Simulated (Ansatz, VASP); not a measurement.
Two plane-wave programs on SnTe

File INCAR:

```
PREC = Accurate
ENCUT = 520
EDIFF = 1E-7
ISMEAR = 0
SIGMA = 0.1
LREAL = F
LASPH = T
NELM = 100
ALGO = Normal
ISIF = 2
LWAVE = F
LCHARG = F
GGA = PE
NBANDS = 17
```

The input KPOINTS:

```
regular mesh
0
Gamma
  10 10 10
```

File POSCAR:

```
SnTe
1.0
    4.0443711190      0.0000000000      0.0000000000
    0.0000000000      4.1615121190      0.0000000000
    0.0000000000      0.0000000000      4.0443711190
Sn Te
1 1
Direct
    0.0000000000      0.0384152432      0.0000000000
    0.5000000000      0.4615847568      0.5000000000
```

Input for Ansatz:

```yaml
crystal:
  lattice:
    - [4.044371119, 0.0, 0.0]
    - [0.0, 4.161512119, 0.0]
    - [0.0, 0.0, 4.044371119]
  atoms:
    - { symbol: Sn, position: [0.0, 0.0384152432, 0.0] }
    - { symbol: Te, position: [0.5, 0.4615847568, 0.5] }
basis:
  ecutwfc: 420
kpoints:
  mp_grid: { grid: [10, 10, 10] }
hamiltonian:
  xc: pbe
scf:
  occupations: { method: gaussian, width: 0.1 }
output:
  forces: true
  stress: true
  eigenvalues: true
  populations: true
```

Alike in both runs: task single point; functional PBE; k mesh 10 × 10 × 10; occupations gaussian, width 0.1 eV; no spin polarisation.

```csv
,VASP,Ansatz
version,VASP 6.6.1,Ansatz 0.2.0
potentials or method,"VASP PAW PBE potentials, release 64 (Sn_d, Te)","scalar-relativistic, plane waves, PAW"
plane-wave cutoff (eV),520,420
valence electrons in the cell,20,30
```

Ansatz gave:

- gap on the k mesh at the Fermi level (eV): none
- pressure (GPa): -3.7
- rms of the force components (eV/Å): 0.223

Q: Estimate VASP's values.

A: gap on the k mesh at the Fermi level (eV): none; pressure (GPa): -3.7; rms of the force components (eV/Å): 0.221.

Atom by atom the forces differ by 0.002 eV/Å (rms over components). A gap of «none» marks a metal or a gap that the smearing closes. The two sets of potentials don't hold the same shells in valence.

Spin-orbit coupling is left out, which matters for the levels of Te.
